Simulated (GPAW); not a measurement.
# Bi (Im-3m) in GPAW: further runs

One crystal, Bi, is run at these levels: PBEsol; tasks: relaxation of cell and atoms.

Everything below comes from runs of GPAW 26.7.0. Logs are shortened: lines on timing, memory, paths and dates and some standing lists are left out, and cuts for length are marked. The log counts tension as positive stress, the text compression.

**1. The structure**

Symmetry: Im-3m, No. 229, cubic system. Conventional cell: a = 3.963 Å, b = 3.963 Å, c = 3.963 Å, α = 90.00°, β = 90.00°, γ = 90.00°. Bi (site symmetry m-3m) has 8 Bi at 3.43 Å as nearest neighbours.

This isn't the form of Bi at room conditions, which is rhombohedral.

**2. Relaxation of cell and atoms, PBEsol**

run.py

```python
from ase import Atoms
from ase.filters import FrechetCellFilter
from ase.io import write
from ase.optimize import BFGS
from gpaw import GPAW, PW, setup_paths

setup_paths.insert(0, '.')

atoms = Atoms(['Bi'],
              cell=[[-1.9814305318, 1.9814305318, 1.9814305318],
                    [1.9814305318, -1.9814305318, 1.9814305318],
                    [1.9814305318, 1.9814305318, -1.9814305318]],
              scaled_positions=[[0.0, 0.0, 0.0]],
              pbc=True)

calc = GPAW(mode=PW(600),
            xc='PBEsol',
            kpts={'size': (9, 9, 9), 'gamma': True},
            occupations={'name': 'fermi-dirac', 'width': 0.05},
            nbands=15,
            convergence={'density': 1e-05, 'forces': 0.0001},
            maxiter=150,
            txt='gpaw.txt')
atoms.calc = calc
opt = BFGS(FrechetCellFilter(atoms), trajectory='relax.traj', logfile='-')
done = opt.run(fmax=0.02, steps=60)
calc.write('gs.gpw')
write('result.traj', atoms)
print('Converged:', done)
print('Cell:', atoms.cell.cellpar().round(4))
print('Volume:', round(atoms.get_volume(), 4))
print(atoms.get_scaled_positions().round(5))
```

Potentials or basis: PAW data sets generated in the run's folder for this functional, pw.

Launch:

```
$ gpaw-setup -f PBEsol Bi
$ OMP_NUM_THREADS=1 python run.py
```

gpaw.txt:

```text
__  _  _
 | _ |_)|_||  |
 |__||  | ||/\| - 26.7.0

Input parameters:
  mode=PW(ecut=600.0),
  convergence={'density': 1e-05, 'forces': 0.0001},
  kpts=MonkhorstPack(size=(9, 9, 9), gamma=True),
  maxiter=150,
  nbands=15,
  occupations=Occupations(name='fermi-dirac', width=0.05),
  xc=XC(name='PBEsol')

Diagonalizing LCAO Hamiltonian
Converting LCAO to pw mode

       Bi

Atoms  # Å, Bohr magnetons
|   | symbol |        x |        y |        z |    initial magnetic moments |
|---|--------|----------|----------|----------|-----------------------------|
| 0 |     Bi | 0.000000 | 0.000000 | 0.000000 | ( 0.0000,  0.0000,  0.0000) |

Unit cell  # Å
| periodic |         x |         y |         z |  lengths |     angles |
|----------|-----------|-----------|-----------|----------|------------|
|      yes | -1.981431 |  1.981431 |  1.981431 | 3.431938 | 109.471221 |
|      yes |  1.981431 | -1.981431 |  1.981431 | 3.431938 | 109.471221 |
|      yes |  1.981431 |  1.981431 | -1.981431 | 3.431938 | 109.471221 |

Number of symmetries: 48
Symmetry operations  # r_c * U_cc + t_c -> r_c
|    | kind |            matrix            |
|----|------|------------------------------|
|  0 |  σ   |  1, 1, 1,  0, 0,-1,  0,-1, 0 |
|  1 |  C4  |  1, 1, 1,  0, 0,-1, -1, 0, 0 |
|  2 |  C2  |  1, 1, 1,  0,-1, 0,  0, 0,-1 |
|  3 |  S6  |  1, 1, 1,  0,-1, 0, -1, 0, 0 |
|  4 |  S6  |  1, 1, 1, -1, 0, 0,  0, 0,-1 |
|  5 |  C4  |  1, 1, 1, -1, 0, 0,  0,-1, 0 |
|  6 |  E   |  1, 0, 0,  0, 1, 0,  0, 0, 1 |
|  7 |  σ   |  1, 0, 0,  0, 1, 0, -1,-1,-1 |
|  8 |  σ   |  1, 0, 0,  0, 0, 1,  0, 1, 0 |
|  9 |  C3  |  1, 0, 0,  0, 0, 1, -1,-1,-1 |
| 10 |  C3  |  1, 0, 0, -1,-1,-1,  0, 1, 0 |
| 11 |  σ   |  1, 0, 0, -1,-1,-1,  0, 0, 1 |
| 12 |  σ   |  0, 1, 0,  1, 0, 0,  0, 0, 1 |
| 13 |  C2  |  0, 1, 0,  1, 0, 0, -1,-1,-1 |
| 14 |  C3  |  0, 1, 0,  0, 0, 1,  1, 0, 0 |
| 15 |  S4  |  0, 1, 0,  0, 0, 1, -1,-1,-1 |
| 16 |  S4  |  0, 1, 0, -1,-1,-1,  1, 0, 0 |
[... 191 lines left out ...]
No gap
No difference between direct/indirect transitions

Stress tensor  # eV/Ang^3
|         x |         y |         z |
|-----------|-----------|-----------|
|  0.013000 | -0.000000 | -0.000000 |
| -0.000000 |  0.013000 | -0.000000 |
| -0.000000 | -0.000000 |  0.013000 |

Forces  # eV/Ang
|        x |        y |        z |
|----------|----------|----------|
| -0.00000 | -0.00000 | -0.00000 |  # Bi   0

Interpolating wave functions to new cell

       Bi

Atoms  # Å, Bohr magnetons
|   | symbol |         x |         y |         z |    initial magnetic moments |
|---|--------|-----------|-----------|-----------|-----------------------------|
| 0 |     Bi | -0.000000 | -0.000000 | -0.000000 | ( 0.0000,  0.0000,  0.0000) |

Unit cell  # Å
| periodic |         x |         y |         z |  lengths |     angles |
|----------|-----------|-----------|-----------|----------|------------|
|      yes | -1.970014 |  1.970014 |  1.970014 | 3.412163 | 109.471221 |
|      yes |  1.970014 | -1.970014 |  1.970014 | 3.412163 | 109.471221 |
|      yes |  1.970014 |  1.970014 | -1.970014 | 3.412163 | 109.471221 |

Number of symmetries: 48
Symmetry operations  # r_c * U_cc + t_c -> r_c
|    | kind |            matrix            |
|----|------|------------------------------|
|  0 |  σ   |  1, 1, 1,  0, 0,-1,  0,-1, 0 |
|  1 |  C4  |  1, 1, 1,  0, 0,-1, -1, 0, 0 |
|  2 |  C2  |  1, 1, 1,  0,-1, 0,  0, 0,-1 |
|  3 |  S6  |  1, 1, 1,  0,-1, 0, -1, 0, 0 |
|  4 |  S6  |  1, 1, 1, -1, 0, 0,  0, 0,-1 |
|  5 |  C4  |  1, 1, 1, -1, 0, 0,  0,-1, 0 |
|  6 |  E   |  1, 0, 0,  0, 1, 0,  0, 0, 1 |
|  7 |  σ   |  1, 0, 0,  0, 1, 0, -1,-1,-1 |
|  8 |  σ   |  1, 0, 0,  0, 0, 1,  0, 1, 0 |
|  9 |  C3  |  1, 0, 0,  0, 0, 1, -1,-1,-1 |
| 10 |  C3  |  1, 0, 0, -1,-1,-1,  0, 1, 0 |
| 11 |  σ   |  1, 0, 0, -1,-1,-1,  0, 0, 1 |
| 12 |  σ   |  0, 1, 0,  1, 0, 0,  0, 0, 1 |
| 13 |  C2  |  0, 1, 0,  1, 0, 0, -1,-1,-1 |
| 14 |  C3  |  0, 1, 0,  0, 0, 1,  1, 0, 0 |
| 15 |  S4  |  0, 1, 0,  0, 0, 1, -1,-1,-1 |
| 16 |  S4  |  0, 1, 0, -1,-1,-1,  1, 0, 0 |
[... 133 lines left out ...]
convergence criteria:
- Maximum integral of absolute [dens]ity change: 1e-05 electrons / valence electron
- Maximum change in the atomic [forces] across last 2 cycles: 0.0001 eV/Ang OR
Maximum error relative to the maximum force is below inf
- Maximum [total energy] change in last 3 cyles: 0.0005 eV / valence electron
- Maximum integral of absolute [eigenst]ate change: 4e-08 eV^2 / valence electron
maximum number of iterations: 150

SCF iterations
|iter     | |      energy | eigst |  dens |force |
|---------|-|-------------|-------|-------|------|
|iter:   1| |   -5.033797 | -2.04 |       |      |
|iter:   2| |   -5.032515 | -4.42 | -2.12 |      |
|iter:   3| |   -5.025348 | -3.98 | -2.16 |      |
|iter:   4| |   -5.025236c| -4.92 | -2.87 |      |
|iter:   5| |   -5.025290c| -4.73 | -3.31 |      |
|iter:   6| |   -5.025284c| -6.67 | -4.03 |      |
|iter:   7| |   -5.025284c| -7.60c| -4.50 |      |
|iter:   8| |   -5.025284c| -7.95c| -5.43c|      |
|iter:   9| |   -5.025284c| -8.01c| -5.78c|-23.67c|

Converged in 9 steps
Energy contributions relative to reference atoms: (reference = -584693.896228)

Energy contributions:
  Kinetic:          15.220930
  Coulomb:         -13.918392
  Zero:             -1.467828
  External:          0.000000
  Xc:               -4.857853
  Entropy:          -0.004282
  Spinorbit:         0.000000
  ----------------------------
  Free energy:      -5.027425
  Extrapolated:     -5.025284

dipole moment: (-7.678572, -7.678572, -7.678572)  # |e|*Ang
[... 21 lines left out ...]
No gap
No difference between direct/indirect transitions

Stress tensor  # eV/Ang^3
|         x |         y |         z |
|-----------|-----------|-----------|
|  0.007230 | -0.000000 | -0.000000 |
| -0.000000 |  0.007230 | -0.000000 |
| -0.000000 | -0.000000 |  0.007230 |

Forces  # eV/Ang
|        x |        y |       z |
|----------|----------|---------|
| -0.00000 | -0.00000 | 0.00000 |  # Bi   0

Interpolating wave functions to new cell

       Bi

Atoms  # Å, Bohr magnetons
|   | symbol |         x |         y |         z |    initial magnetic moments |
|---|--------|-----------|-----------|-----------|-----------------------------|
| 0 |     Bi | -0.000000 | -0.000000 | -0.000000 | ( 0.0000,  0.0000,  0.0000) |

Unit cell  # Å
| periodic |         x |         y |         z |  lengths |     angles |
|----------|-----------|-----------|-----------|----------|------------|
|      yes | -1.956336 |  1.956336 |  1.956336 | 3.388473 | 109.471221 |
|      yes |  1.956336 | -1.956336 |  1.956336 | 3.388473 | 109.471221 |
|      yes |  1.956336 |  1.956336 | -1.956336 | 3.388473 | 109.471221 |

Number of symmetries: 48
Symmetry operations  # r_c * U_cc + t_c -> r_c
|    | kind |            matrix            |
|----|------|------------------------------|
|  0 |  σ   |  1, 1, 1,  0, 0,-1,  0,-1, 0 |
|  1 |  C4  |  1, 1, 1,  0, 0,-1, -1, 0, 0 |
|  2 |  C2  |  1, 1, 1,  0,-1, 0,  0, 0,-1 |
|  3 |  S6  |  1, 1, 1,  0,-1, 0, -1, 0, 0 |
|  4 |  S6  |  1, 1, 1, -1, 0, 0,  0, 0,-1 |
|  5 |  C4  |  1, 1, 1, -1, 0, 0,  0,-1, 0 |
|  6 |  E   |  1, 0, 0,  0, 1, 0,  0, 0, 1 |
|  7 |  σ   |  1, 0, 0,  0, 1, 0, -1,-1,-1 |
|  8 |  σ   |  1, 0, 0,  0, 0, 1,  0, 1, 0 |
|  9 |  C3  |  1, 0, 0,  0, 0, 1, -1,-1,-1 |
| 10 |  C3  |  1, 0, 0, -1,-1,-1,  0, 1, 0 |
| 11 |  σ   |  1, 0, 0, -1,-1,-1,  0, 0, 1 |
| 12 |  σ   |  0, 1, 0,  1, 0, 0,  0, 0, 1 |
| 13 |  C2  |  0, 1, 0,  1, 0, 0, -1,-1,-1 |
| 14 |  C3  |  0, 1, 0,  0, 0, 1,  1, 0, 0 |
| 15 |  S4  |  0, 1, 0,  0, 0, 1, -1,-1,-1 |
| 16 |  S4  |  0, 1, 0, -1,-1,-1,  1, 0, 0 |
[... 133 lines left out ...]
convergence criteria:
- Maximum integral of absolute [dens]ity change: 1e-05 electrons / valence electron
- Maximum change in the atomic [forces] across last 2 cycles: 0.0001 eV/Ang OR
Maximum error relative to the maximum force is below inf
- Maximum [total energy] change in last 3 cyles: 0.0005 eV / valence electron
- Maximum integral of absolute [eigenst]ate change: 4e-08 eV^2 / valence electron
maximum number of iterations: 150

SCF iterations
|iter     | |      energy | eigst |  dens |force |
|---------|-|-------------|-------|-------|------|
|iter:   1| |   -5.039576 | -1.89 |       |      |
|iter:   2| |   -5.037713 | -4.28 | -2.04 |      |
|iter:   3| |   -5.027312 | -3.84 | -2.08 |      |
|iter:   4| |   -5.027150 | -4.76 | -2.79 |      |
|iter:   5| |   -5.027227c| -4.57 | -3.23 |      |
|iter:   6| |   -5.027218c| -6.50 | -3.95 |      |
|iter:   7| |   -5.027218c| -7.43c| -4.42 |      |
|iter:   8| |   -5.027218c| -7.78c| -5.34c|      |
|iter:   9| |   -5.027218c| -7.87c| -5.70c|-23.67c|

Converged in 9 steps
Energy contributions relative to reference atoms: (reference = -584693.896228)

Energy contributions:
  Kinetic:          16.192782
  Coulomb:         -14.687062
  Zero:             -1.469060
  External:          0.000000
  Xc:               -5.061531
  Entropy:          -0.004694
  Spinorbit:         0.000000
  ----------------------------
  Free energy:      -5.029565
  Extrapolated:     -5.027218

dipole moment: (-7.625908, -7.625908, -7.625908)  # |e|*Ang
[... 21 lines left out ...]
No gap
No difference between direct/indirect transitions

Stress tensor  # eV/Ang^3
|         x |         y |         z |
|-----------|-----------|-----------|
| -0.000237 | -0.000000 |  0.000000 |
| -0.000000 | -0.000237 |  0.000000 |
|  0.000000 |  0.000000 | -0.000237 |

Forces  # eV/Ang
|       x |        y |       z |
|---------|----------|---------|
| 0.00000 | -0.00000 | 0.00000 |  # Bi   0

# Writing to gs.gpw (mode='')
```

Run time: 27 s. Hardware: 1 thread of Arm Neoverse V1, shared host; peak memory 0.16 GiB.

Results:

```yaml
Free_energy: -5.0296 eV
Relaxed_volume: 29.95 Å³/atom
Relaxed_cell: a = 3.388 Å, b = 3.388 Å, c = 3.388 Å, α = 109.47°, β = 109.47°, γ = 109.47°
Space_group_after_relaxing_to_0.05_Å: Im-3m (No. 229)
Energy_gained_by_relaxing: 7.2 meV/atom
Ionic_steps: 3
Pressure_after_relaxing: 0.0 GPa
Band_gap_on_the_k_mesh: none (metal or under the smearing width)
```

Step by step:
```csv
step,energy change (eV),largest force (eV/Å),pressure (GPa),volume (Å³)
1,0.0000,0.0000,-2.08,31.12
2,-0.0053,0.0000,-1.16,30.58
3,-0.0072,0.0000,0.04,29.95
```

Final structure:
```
Bi
1.0
    -1.95634    1.95634    1.95634
     1.95634   -1.95634    1.95634
     1.95634    1.95634   -1.95634
Bi
1
Direct
  0.00000 0.00000 0.00000
```

Caveat: later steps reuse the first step's grids; spin-orbit coupling is left out, which moves the levels of the heavy elements.

**3. Relaxation of cell and atoms, PBEsol, target pressure 2 GPa, at which the enthalpy is minimised**

run.py: that of step 2 with these lines changed.

```diff
@@ -4,2 +4,3 @@
 from ase.optimize import BFGS
+from ase.units import GPa
 from gpaw import GPAW, PW, setup_paths
@@ -24,3 +25,3 @@
 atoms.calc = calc
-opt = BFGS(FrechetCellFilter(atoms), trajectory='relax.traj', logfile='-')
+opt = BFGS(FrechetCellFilter(atoms, scalar_pressure=2 * GPa), trajectory='relax.traj', logfile='-')
 done = opt.run(fmax=0.02, steps=60)
```

Potentials or basis: PAW data sets generated in the run's folder for this functional, pw.

Launch:

```
$ gpaw-setup -f PBEsol Bi
$ OMP_NUM_THREADS=1 python run.py
```

Run time: 27 s. Hardware: 1 thread of Arm Neoverse V1, shared host; peak memory 0.16 GiB.

The run converged. Its results:

- Free energy: -5.0230 eV
- Relaxed volume: 28.97 Å³/atom
- Relaxed cell: a = 3.351 Å, b = 3.351 Å, c = 3.351 Å, α = 109.47°, β = 109.47°, γ = 109.47°
- Space group after relaxing (to 0.05 Å): Im-3m (No. 229)
- Energy change on relaxing (the enthalpy is what falls): -0.4 meV/atom
- Ionic steps: 3
- Pressure after relaxing: 2.1 GPa
- Band gap on the k mesh: none (metal or under the smearing width)

The path:
```
step  energy change (eV)  largest force (eV/Å)  pressure (GPa)  volume (Å³)
   1              0.0000                0.0000           -2.08        31.12
   2             -0.0072                0.0000           -0.21        30.08
   3             -0.0004                0.0000            2.11        28.97
```

Final structure:
```
Bi
1.0
    -1.93484    1.93484    1.93484
     1.93484   -1.93484    1.93484
     1.93484    1.93484   -1.93484
Bi
1
Direct
  0.00000 0.00000 0.00000
```

Levels at points of the mesh, in eV from the Fermi level:
| k point | band 4 | band 5 | band 6 | band 7 | band 8 | band 9 | band 10 | band 11 |
| --- | --- | --- | --- | --- | --- | --- | --- | --- |
| (0.00, 0.00, 0.00) | -23.17 | -23.17 | -14.08 | 5.52 | 5.52 | 5.52 | 10.07 | 10.46 |

Caveat: later steps reuse the first step's grids; spin-orbit coupling is left out, which moves the levels of the heavy elements.

(Part 1 of 2 ends here.)
